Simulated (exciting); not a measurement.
Here is an exciting (release sodium) calculation.

input.xml

```xml
<input>
  <title>Al</title>
  <structure speciespath="./" tshift="false">
    <crystal scale="1">
      <basevect>0.000000000000 3.826326905773 3.826326905773</basevect>
      <basevect>3.826326905773 0.000000000000 3.826326905773</basevect>
      <basevect>3.826326905773 3.826326905773 0.000000000000</basevect>
    </crystal>
    <species speciesfile="Al.xml" rmt="2">
      <atom coord="0.000000000000 0.000000000000 0.000000000000"/>
    </species>
  </structure>
  <groundstate do="fromscratch" ngridk="11 11 11" rgkmax="7.5" gmaxvr="14" lmaxapw="10" lmaxmat="10" lmaxvr="8" stype="Fermi Dirac" swidth="0.00183747" nempty="8" ValenceRelativity="iora*" epsengy="1e-05" epspot="1e-05" maxscl="60" outputlevel="low">
    <libxc exchange="XC_GGA_X_B88" correlation="XC_GGA_C_LYP"/>
  </groundstate>
  <properties>
    <bandstructure>
      <plot1d>
        <path steps="80">
          <point coord="0 0 0" label="G"/>
          <point coord="0.5 0 0.5" label="X"/>
          <point coord="0.5 0.25 0.75" label="W"/>
          <point coord="0.375 0.375 0.75" label="K"/>
          <point coord="0 0 0" label="G"/>
          <point coord="0.5 0.5 0.5" label="L"/>
          <point coord="0.625 0.25 0.625" label="U"/>
          <point coord="0.5 0.25 0.75" label="W"/>
          <point coord="0.5 0.5 0.5" label="L"/>
          <point coord="0.375 0.375 0.75" label="K" breakafter="true"/>
          <point coord="0.625 0.25 0.625" label="U"/>
          <point coord="0.5 0 0.5" label="X"/>
        </path>
      </plot1d>
    </bandstructure>
    <dos nwdos="300" winddos="-0.6 0.5" inttype="tetra" ngrdos="100" nsmdos="1" lmirep="true"/>
  </properties>
</input>
```

Potentials or basis: all-electron LAPW+lo, shipped species files, valence relativity iora*.

The run is started by

```console
$ OMP_NUM_THREADS=1 exciting_smp
```

Problem. Estimate the band gap on the k mesh.

Solution. None (metal or under the smearing width).

Levels at the corners of the path, in eV from the Fermi level:
```csv
point,band 4,band 5,band 6,band 7,band 8,band 9,band 10
Γ,-11.09,12.48,12.48,12.48,13.79,13.79,13.79
X,-2.92,-1.61,5.26,5.47,5.47,8.93,25.07
W,-0.86,-0.86,0.32,0.84,15.66,15.66,16.14
K,-1.89,-1.33,-0.48,6.43,8.13,15.49,21.50
Γ,-11.09,12.48,12.48,12.48,13.79,13.79,13.79
L,-4.50,-4.47,11.10,11.10,11.42,11.42,14.95
U,-1.89,-1.33,-0.48,6.43,8.13,15.49,21.50
W,-0.86,-0.86,0.32,0.84,15.66,15.66,16.14
L,-4.50,-4.47,11.10,11.10,11.42,11.42,14.95
K,-1.89,-1.33,-0.48,6.43,8.13,15.49,21.50
U,-1.89,-1.33,-0.48,6.43,8.13,15.49,21.50
X,-2.92,-1.61,5.26,5.47,5.47,8.93,25.07
```

Caveat: the log's total energy holds no entropy term; the free energy is that total less TS from the occupations.
